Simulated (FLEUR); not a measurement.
# TePb (Pm-3m) in FLEUR: notebook

Runs on TePb. Level: PBE. Tasks: equation of state.

Program: FLEUR MaX-R8.1 (later development tree). These are calculated values, not measurements. Logs are shortened: lines on timing, memory, paths and dates and some standing lists are left out, and cuts for length are marked.

## Step 1: The structure

Symmetry: Pm-3m, No. 221, cubic system. The conventional cell has a = 4.002 Å, b = 4.002 Å, c = 4.002 Å, α = 90.00°, β = 90.00°, γ = 90.00°. Pb (site symmetry m-3m) has 8 Te at 3.47 Å as nearest neighbours. Te (site symmetry m-3m) has 8 Pb at 3.47 Å as nearest neighbours.

Measurements of this composition are mostly on another form, of space group No. 225.

## Step 2: Equation of state, PBE, 30.13 Å³/atom (volume scaled by 0.94)

Input file inp.xml:

```xml
<?xml version="1.0" encoding="UTF-8" standalone="no"?>
<fleurInput fleurInputVersion="0.39">
   <comment>
      TePb                                                                                                
   </comment>
   <calculationSetup>
      <cutoffs Kmax="4.1" Gmax="12.7" GmaxXC="12.7" numbands="0"/>
      <scfLoop itmax="60" minDistance="0.00001" maxIterBroyd="15" imix="Anderson" alpha="0.05" precondParam="0.0" spinf="2.0" sdNocoIR="T"/>
      <coreElectrons ctail="T" frcor="F" kcrel="0" coretail_lmax="0"/>
      <xcFunctional name="pbe" relativisticCorrections="F"/>
      <magnetism jspins="1"/>
      <soc l_soc="F" theta="0.0" phi="0.0" spav="F"/>
      <expertModes spex="0" secvar="F"/>
      <geometryOptimization l_f="F" forcealpha="1.0" forcemix="BFGS" epsdisp="0.0005" epsforce="0.0002"/>
      <ldaU l_linMix="F" mixParam="0.05" spinf="1.0"/>
   </calculationSetup>
   <cell>
      <bzIntegration valenceElectrons="42.0" mode="hist" fermiSmearingEnergy="0.00183747">
         <kPointListSelection listName="default-1"/>
         <!-- k-points included here -->
         <xi:include xmlns:xi="http://www.w3.org/2001/XInclude" href="kpts.xml"> </xi:include>
      </bzIntegration>
      <!-- symmetry operations included here -->
      <xi:include xmlns:xi="http://www.w3.org/2001/XInclude" href="sym.xml"> </xi:include>
      <bulkLattice scale="0.9795861087">
         <bravaisMatrix>
            <row-1>    7.5632263020469592     0.0000000000000000     0.0000000000000000</row-1>
            <row-2>    0.0000000000000000     7.5632263020469592     0.0000000000000000</row-2>
            <row-3>    0.0000000000000000     0.0000000000000000     7.5632263020469592</row-3>
         </bravaisMatrix>
      </bulkLattice>
   </cell>
   <atomSpecies>
      <species name="Lead (Pb)" element="Pb" atomicNumber="82">
         <mtSphere radius="2.66" gridPoints="879" logIncrement="0.015"/>
         <atomicCutoffs lmax="11" lnonsphr="8"/>
         <electronConfig flipSpins="F">
            <coreConfig>(1s1/2) (2s1/2) (2p1/2) (2p3/2) (3s1/2) (3p1/2) (3p3/2) (4s1/2) (3d3/2) (3d5/2) (4p1/2) (4p3/2) (4d3/2) (4d5/2) (4f5/2) (4f7/2) (5s1/2)</coreConfig>
            <valenceConfig>(5p1/2) (5p3/2) (6s1/2) (5d3/2) (5d5/2) (6p1/2) (6p3/2)</valenceConfig>
            <stateOccupation state="(6p1/2)" spinUp="0.333333" spinDown="0.333333"/>
            <stateOccupation state="(6p3/2)" spinUp="0.666667" spinDown="0.666667"/>
         </electronConfig>
         <energyParameters s="6" p="6" d="5" f="5"/>
         <lo type="SCLO" l="1" n="5" eDeriv="0"/>
         <lo type="SCLO" l="1" n="5" eDeriv="1"/>
         <lo type="SCLO" l="0" n="6" eDeriv="2"/>
         <lo type="SCLO" l="2" n="5" eDeriv="2"/>
         <lo type="SCLO" l="3" n="5" eDeriv="2"/>
      </species>
      <species name="Tellurium (Te)" element="Te" atomicNumber="52">
         <mtSphere radius="2.66" gridPoints="879" logIncrement="0.015"/>
         <atomicCutoffs lmax="11" lnonsphr="8"/>
         <electronConfig flipSpins="F">
            <coreConfig>(1s1/2) (2s1/2) (2p1/2) (2p3/2) (3s1/2) (3p1/2) (3p3/2) (4s1/2) (3d3/2) (3d5/2)</coreConfig>
            <valenceConfig>(4p1/2) (4p3/2) (5s1/2) (4d3/2) (4d5/2) (5p1/2) (5p3/2)</valenceConfig>
            <stateOccupation state="(5p1/2)" spinUp="0.666667" spinDown="0.666667"/>
            <stateOccupation state="(5p3/2)" spinUp="1.333333" spinDown="1.333333"/>
         </electronConfig>
         <energyParameters s="5" p="5" d="5" f="4"/>
         <lo type="SCLO" l="1" n="4" eDeriv="0"/>
         <lo type="SCLO" l="1" n="4" eDeriv="1"/>
         <lo type="SCLO" l="2" n="4" eDeriv="0"/>
         <lo type="SCLO" l="2" n="4" eDeriv="1"/>
         <lo type="SCLO" l="0" n="5" eDeriv="2"/>
         <lo type="SCLO" l="3" n="4" eDeriv="2"/>
      </species>
   </atomSpecies>
   <atomGroups>
      <atomGroup species="Lead (Pb)">
         <relPos label="                   1">.0000000000 .0000000000 .0000000000</relPos>
         <force calculate="T" relaxXYZ="TTT"/>
      </atomGroup>
      <atomGroup species="Tellurium (Te)">
         <relPos label="                   2">1.000/2.000 1.000/2.000 1.000/2.000</relPos>
         <force calculate="T" relaxXYZ="TTT"/>
      </atomGroup>
   </atomGroups>
   <output dos="F" band="F" slice="F">
      <checks vchk="F" cdinf="F"/>
      <bandDOS minEnergy="-.5*Htr" maxEnergy="0.5*Htr" sigma="0.015" storeEVData="T"/>
      <vacuumDOS vacdos="F" integ="F" star="F" nstars="0" locx1="0.0" locy1="0.0" locx2="0.0" locy2="0.0" nstm="0" tworkf="0.0"/>
      <unfoldingBand unfoldBand="F" supercellX="1" supercellY="1" supercellZ="1"/>
      <plotting iplot="0" polar="F">
         <plot TwoD="T" vec1="  1.0  0.0  0.0" vec2="  0.0  1.0  0.0" vec3="  0.0  0.0  1.0" zero="  0.0  0.0  0.0" file="plot"/>
      </plotting>
      <chargeDensitySlicing numkpt="0" minEigenval="0.0" maxEigenval="0.0" nnne="0" pallst="F"/>
      <specialOutput eonly="F"/>
      <moessbauerParams electricFieldGradient="T" isomerShift="T" coreHyperfine="T" valenceHyperfine="T"/>
      <magneticCircularDichroism mcd="F" energyLo="-10.0" energyUp="0.0"/>
   </output>
  <!-- We include the file relax.xml here to enable relaxations (see documentation) -->
  <xi:include xmlns:xi="http://www.w3.org/2001/XInclude" href="relax.xml"> <xi:fallback/> </xi:include>
</fleurInput>
```

Potentials or basis: all-electron, FLAPW.

Run with:

```console
$ inpgen -f crystal.txt -profile fastHighL
$ # inp.xml edited to the form shown
$ fleur_MPI
```

The log of the run:

```text
Welcome to FLEUR        (www.flapw.de)
      MaX-Release 8.1          (www.max-centre.eu)

 ========== k-point set info ==========
 Selected k-point list: default-1
 k-point list type: mesh
 7 x 7 x 7
 Number of k points: 20

 ------------Calculation Setup---------------------------
 Number of MPI-tasks      :            1
 Number of PE/node        :            1
 Number of OMP-threads    :            1
 Most efficient MPI parallelization for:
           1           2           4           5          10          20
 Additional eigenvalue parallelization possible
 Number of basis functions:          568
 Approximate size of matrices (H+S) per k-point:         0.005 GB
 --------------------------------------------------------
 Iteration:     1   Distance:       8.87151356 me/bohr^3
 Iteration:     2   Distance:       8.27957398 me/bohr^3
 Iteration:     3   Distance:       4.25717824 me/bohr^3
 Iteration:     4   Distance:       4.48312587 me/bohr^3
 Iteration:     5   Distance:       0.85519560 me/bohr^3
 Iteration:     6   Distance:       0.63313196 me/bohr^3
 Iteration:     7   Distance:       0.10834295 me/bohr^3
 Iteration:     8   Distance:       0.05825519 me/bohr^3
 Iteration:     9   Distance:       0.08327360 me/bohr^3
 Iteration:    10   Distance:       0.00472504 me/bohr^3
 Iteration:    11   Distance:       0.00231100 me/bohr^3
 Iteration:    12   Distance:       0.00129760 me/bohr^3
 Iteration:    13   Distance:       0.00028599 me/bohr^3
 Iteration:    14   Distance:       0.00003575 me/bohr^3
 Iteration:    15   Distance:       0.00001885 me/bohr^3
 Iteration:    16   Distance:       0.00001616 me/bohr^3
 Iteration:    17   Distance:       0.00000685 me/bohr^3

 ********************************************************************
 Run finished successfully
 Stop message:
   all done
 ********************************************************************
```

Run time: 47 s. Hardware: 1 thread of Arm Neoverse V1, shared host; peak memory 0.07 GiB.

Results:

- Free energy: -754439.1889 eV
- Band gap on the k mesh: none (metal or under the smearing width)
- Valence electrons inside the program's atomic spheres: Pb 17.91; Te 20.10 (radii Pb 2.66, Te 2.66 bohr)

## Step 3: Equation of state, PBE, 30.77 Å³/atom (volume scaled by 0.96)

Edit inp.xml of step 2 so:

```diff
@@ -24,3 +24,3 @@
       <xi:include xmlns:xi="http://www.w3.org/2001/XInclude" href="sym.xml"> </xi:include>
-      <bulkLattice scale="0.9795861087">
+      <bulkLattice scale="0.9864848297">
          <bravaisMatrix>
```

Potentials or basis: all-electron, FLAPW.

Run with:

```console
$ inpgen -f crystal.txt -profile fastHighL
$ # inp.xml edited to the form shown
$ fleur_MPI
```

Wall time 48 s (1 thread of Arm Neoverse V1, shared host); peak memory 0.07 GiB.

The run converged. Its results:

| Property | Result |
| --- | --- |
| Free energy | -754439.2075 eV |
| Band gap on the k mesh | none (metal or under the smearing width) |
| Valence electrons inside the program's atomic spheres | Pb 17.90; Te 20.09 (radii Pb 2.66, Te 2.66 bohr) |

## Step 4: Equation of state, PBE, 31.41 Å³/atom (volume scaled by 0.98)

Edit inp.xml of step 3 so:

```diff
@@ -24,3 +24,3 @@
       <xi:include xmlns:xi="http://www.w3.org/2001/XInclude" href="sym.xml"> </xi:include>
-      <bulkLattice scale="0.9864848297">
+      <bulkLattice scale="0.9932883884">
          <bravaisMatrix>
```

Run with:

```console
$ inpgen -f crystal.txt -profile fastHighL
$ # inp.xml edited to the form shown
$ fleur_MPI
```

It took 49 s on 1 thread of Arm Neoverse V1, shared host; peak memory 0.07 GiB.

It converged, with:

```yaml
Free_energy: -754439.2182 eV
Band_gap_on_the_k_mesh: none (metal or under the smearing width)
Valence_electrons_inside_the_program's_atomic_spheres: Pb 17.88; Te 20.08 (radii Pb 2.66, Te 2.66 bohr)
```

## Step 5: Equation of state, PBE, 32.05 Å³/atom

Edit inp.xml of step 4 so:

```diff
@@ -24,3 +24,3 @@
       <xi:include xmlns:xi="http://www.w3.org/2001/XInclude" href="sym.xml"> </xi:include>
-      <bulkLattice scale="0.9932883884">
+      <bulkLattice scale="1.0000000000">
          <bravaisMatrix>
```

Run with:

```console
$ inpgen -f crystal.txt -profile fastHighL
$ # inp.xml edited to the form shown
$ fleur_MPI
```

Run time: 53 s. Hardware: 1 thread of Arm Neoverse V1, shared host; peak memory 0.07 GiB.

The run converged. Its results:

| Item | Value |
| --- | --- |
| Free energy | -754439.2217 eV |
| Band gap on the k mesh | none (metal or under the smearing width) |
| Valence electrons inside the program's atomic spheres | Pb 17.87; Te 20.07 (radii Pb 2.66, Te 2.66 bohr) |

## Step 6: Equation of state, PBE, 32.70 Å³/atom (volume scaled by 1.02)

Edit inp.xml of step 5 so:

```diff
@@ -24,3 +24,3 @@
       <xi:include xmlns:xi="http://www.w3.org/2001/XInclude" href="sym.xml"> </xi:include>
-      <bulkLattice scale="1.0000000000">
+      <bulkLattice scale="1.0066227096">
          <bravaisMatrix>
```

Potentials or basis: all-electron, FLAPW.

Run with:

```console
$ inpgen -f crystal.txt -profile fastHighL
$ # inp.xml edited to the form shown
$ fleur_MPI
```

Run time: 52 s. Hardware: 1 thread of Arm Neoverse V1, shared host; peak memory 0.07 GiB.

It converged, with:

```
Free energy                                           : -754439.2187 eV
Band gap on the k mesh                                : none (metal or under the smearing width)
Valence electrons inside the program's atomic spheres : Pb 17.86; Te 20.07 (radii Pb 2.66, Te 2.66 bohr)
```

## Step 7: Equation of state, PBE, 33.34 Å³/atom (volume scaled by 1.04)

Edit inp.xml of step 6 so:

```diff
@@ -24,3 +24,3 @@
       <xi:include xmlns:xi="http://www.w3.org/2001/XInclude" href="sym.xml"> </xi:include>
-      <bulkLattice scale="1.0066227096">
+      <bulkLattice scale="1.0131594038">
          <bravaisMatrix>
```

Run with:

```console
$ inpgen -f crystal.txt -profile fastHighL
$ # inp.xml edited to the form shown
$ fleur_MPI
```

It took 56 s on 1 thread of Arm Neoverse V1, shared host; peak memory 0.07 GiB.

The run converged. Its results:

| Item | Value |
| --- | --- |
| Free energy | -754439.2099 eV |
| Band gap on the k mesh | none (metal or under the smearing width) |
| Valence electrons inside the program's atomic spheres | Pb 17.85; Te 20.06 (radii Pb 2.66, Te 2.66 bohr) |

## Step 8: Equation of state, PBE, 33.98 Å³/atom (volume scaled by 1.06)

Edit inp.xml of step 7 so:

```diff
@@ -24,3 +24,3 @@
       <xi:include xmlns:xi="http://www.w3.org/2001/XInclude" href="sym.xml"> </xi:include>
-      <bulkLattice scale="1.0131594038">
+      <bulkLattice scale="1.0196128224">
          <bravaisMatrix>
```

Run with:

```console
$ inpgen -f crystal.txt -profile fastHighL
$ # inp.xml edited to the form shown
$ fleur_MPI
```

Wall time 58 s (1 thread of Arm Neoverse V1, shared host); peak memory 0.07 GiB.

Results (log left out):

- Free energy: -754439.1957 eV
- Band gap on the k mesh: none (metal or under the smearing width)
- Valence electrons inside the program's atomic spheres: Pb 17.84; Te 20.05 (radii Pb 2.66, Te 2.66 bohr)

## Step 9: Equation of state, PBE

Potentials or basis: all-electron, FLAPW.

This step only gathers the single runs of the series.

Results:

| Property | Result |
| --- | --- |
| Equilibrium volume | 32.07 Å³/atom |
| Bulk modulus | 40 GPa |
| Pressure derivative of the bulk modulus | 3.9 |

Energy against volume, from the lowest point:
```csv
volume (Å³/atom),energy (meV/atom)
30.132,16.39
30.773,7.10
31.414,1.77
32.055,0.00
32.696,1.49
33.337,5.93
33.978,13.02
```
